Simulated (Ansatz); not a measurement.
## Levels at Γ against strain in BaS

```yaml
crystal:
  lattice:
    - [0.00000, 3.19375, 3.19375]
    - [3.19375, 0.00000, 3.19375]
    - [3.19375, 3.19375, 0.00000]
  atoms:
    - { symbol: Ba, position: [0.00000, 0.00000, 0.00000] }
    - { symbol: S, position: [0.50000, 0.50000, 0.50000] }
```

Atoms are numbered in the order listed.

The cell is COD entry 9008600, as deposited and not checked against the literature; nothing was relaxed.

No spin–orbit coupling, which matters for the heavy atoms here.

Theory: DFT, LDA, all-electron LAPW, scalar-relativistic in Ansatz 0.2.0.

Numerical set-up: a Γ-centred 7×7×7 k mesh, Fermi–Dirac smearing of 0.01 eV, basis error target 0.25 meV/atom, no spin polarisation.

The strain is applied along the Cartesian axes of the cell as listed (the other components stay zero). Fractional coordinates are held (clamped ions).

Only quantities that a quadratic follows smoothly over the whole series are listed; rougher ones are left out.

```
    εzz  direct gap at Γ, from the mean of the top three filled levels (eV)  singlet less doublet of the top filled triplet at Γ (eV)
-0.0200                                                               3.467                                                     0.071
-0.0100                                                               3.430                                                     0.033
 0.0000                                                               3.383                                                     0.000
 0.0200                                                               3.270                                                    -0.054
```

Problem. Fit the series and give the slopes at zero strain.

Solution. Least-squares fits y = p0 + p1 x + p2 x² to the rows give direct gap at Γ, from the mean of the top three filled levels (eV): p1 = -4.93, p2 = -38; singlet less doublet of the top filled triplet at Γ (eV): p1 = -3.12, p2 = 22. Without spin–orbit coupling the singlet lies 3b(εzz − εxx) above the doublet in the usual convention, so the shear deformation potential is b = -1.04 eV.

Problem. One run, at εzz = 0.0100, is withheld. Predict its row.

Solution. The fits give 3.331, -0.029; the run gave 3.330, -0.029.
